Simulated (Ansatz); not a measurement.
The system is RbBr.

```
Rb Br
1.0
     4.12608    0.00000    0.00000
     0.00000    4.12608    0.00000
     0.00000    0.00000    4.12608
Rb Br
1 1
Direct
  0.00000 0.00000 0.00000
  0.50000 0.50000 0.50000
```

The cell comes from a database or a generator and needn't be the stable form of this composition.

* Program: Ansatz 0.2.0
* Task: relaxation of cell and atoms
* Functional: PBEsol
* Potentials or basis: all-electron LAPW, scalar-relativistic
* Basis error allowed: 0.001 eV/atom
* k mesh: 7 × 7 × 7
* Occupations: fermi-dirac, width 0.05 eV
* Spin: no spin polarisation

At the start: volume 35.12 Å³/atom.

Problem. How do energy, volume and symmetry change on relaxing?

Solution. Over 4 steps the energy falls by 2.6 meV/atom and the volume is 33.71 Å³/atom (-4.0 %); space group Pm-3m (No. 221, to 0.05 Å).

The path:
```csv
step,energy change (eV),largest force (eV/Å),volume (Å³)
1,0.0000,0.0000,70.24
2,-0.0033,0.0000,69.17
3,-0.0052,0.0000,67.43
4,-0.0052,0.0000,67.43
```

Final structure:
```
Rb Br
1.0
     4.07014    0.00000    0.00000
     0.00000    4.07014    0.00000
     0.00000    0.00000    4.07014
Rb Br
1 1
Direct
  0.00000 0.00000 0.00000
  0.50000 0.50000 0.50000
```
